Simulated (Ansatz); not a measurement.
Runs of Ansatz 0.2.0 on CuO (Tenorite). It takes space group Cc (No. 9, monoclinic). Conventional cell: a = 4.689 Å, b = 3.427 Å, c = 5.132 Å, α = 90.00°, β = 99.65°, γ = 90.00°. Around Cu (site symmetry 1) lie 4 O at 1.91 to 2.02 Å. O (site symmetry 1) has 4 Cu at 1.91 to 2.02 Å as nearest neighbours. 

| task | level | U | cell | cutoff (eV) | hubbard projectors | double counting | points for each segment of the path | gap on the mesh (eV) | pressure (GPa) | relaxed volume (Å³/atom) | largest force (eV/Å) |
| --- | --- | --- | --- | --- | --- | --- | --- | --- | --- | --- | --- |
| relaxation of cell and atoms | LDA+U | Cu d U = 4.5 eV | relaxed | 420 | ortho-atomic (the default) | fll (the default) | - | none | 0.0 | (c) | - |
| band structure | PBEsol+U | Cu d U = 3 eV | as given | 420 | ortho-atomic (the default) | fll (the default) | 14 | none | -1.4 | - | 0.76 |
| band structure | PBEsol+U | Cu d U = 4 eV | as given | 420 | ortho-atomic (the default) | fll (the default) | 14 | none | (a) | - | 0.78 |
| band structure | PBEsol+U | Cu d U = 1 eV | as given | 420 | ortho-atomic (the default) | fll (the default) | 14 | none | -2.3 | - | 0.76 |
| band structure | PBEsol+U | Cu d U = 6 eV | as given | 420 | ortho-atomic (the default) | fll (the default) | 14 | none | 0.4 | - | 0.80 |
| band structure | PBEsol+U | Cu d U = 8 eV | as given | 420 | ortho-atomic (the default) | fll (the default) | 14 | none | (b) | - | 0.83 |
| relaxation of cell and atoms | PBEsol | - | relaxed | 420 | - | - | - | none | 0.0 | 10.67 | - |
| relaxation of cell and atoms | r2SCAN+D3(BJ) | - | relaxed | 500 | - | - | - | none | 0.0 | 10.60 | - |

Alike in all rows: potentials or basis Ansatz PAW; no spin polarisation; k mesh 10 × 10 × 5; smearing fermi-dirac 0.05 eV.

Problem. Fill in the values left out.

Solution. (a) -0.8; (b) 1.8; (c) 10.40.

Caveats: the run has no spin polarisation, though such a crystal can be magnetic; the PAW data sets come from PBE, with cores solved anew for the run's functional, which leaves a small shift of forces and pressure; U without spin polarisation on a metal has little footing (some runs); the plane-wave basis is chosen anew once the cell has moved, so the energies of steps on either side of that aren't comparable (some runs); semilocal functionals often make such compounds metallic where correlation or magnetic order opens a gap, which also shifts bond lengths (some runs); pairwise dispersion overbinds metals, which lowers pressure and volume (some runs).

A k mesh can miss the band edges.

A gap of «none» marks a metal or a gap under the smearing width.

Not every run made on this cell is shown here.
